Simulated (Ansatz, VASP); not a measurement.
## CuAu: programs and potentials compared

```xyz
2
Lattice="2.8107 0.0000 0.0000 0.0000 2.8107 0.0000 0.0000 0.0000 3.6850" Properties=species:S:1:pos:R:3 pbc="T T T"
Au    0.0000    0.0000    0.0000
Cu    1.4054    1.4054    1.8425
```

Alike in all runs: task single point; functional RPBE; k mesh 9 × 9 × 7; occupations gaussian, width 0.05 eV; no spin polarisation; no spin-orbit coupling. Pressure is positive in compression and, in plane waves, holds the error of the finite cutoff, which Ansatz's Pulay term estimates and takes out.

| program and potentials | plane-wave cutoff (eV) | notes | pressure (GPa) |
| --- | --- | --- | --- |
| Ansatz, Ansatz PAW | 420 | potentials made for PBE, which Ansatz adapts in part; 19 valence electrons an atom on average; Pulay term of +0.11 GPa included | 8.88 |
| VASP, PBE PAW files Au, Cu_pv, 520 eV | 520 | potentials made for PBE; 14 valence electrons an atom on average | 7.71 |
| Ansatz, all-electron LAPW, scalar-relativistic | - | - | 8.86 |

The pressure spans 7.71 (VASP, PBE PAW files Au, Cu_pv, 520 eV) to 8.88 GPa (Ansatz, Ansatz PAW), with all-electron results at 8.86. Some sets were made for another functional than the one run, which can shift their rows.

The functional is the same throughout but for its coding, so the spread measures potentials, basis and numerics; runs on potential files found faulty are left out.
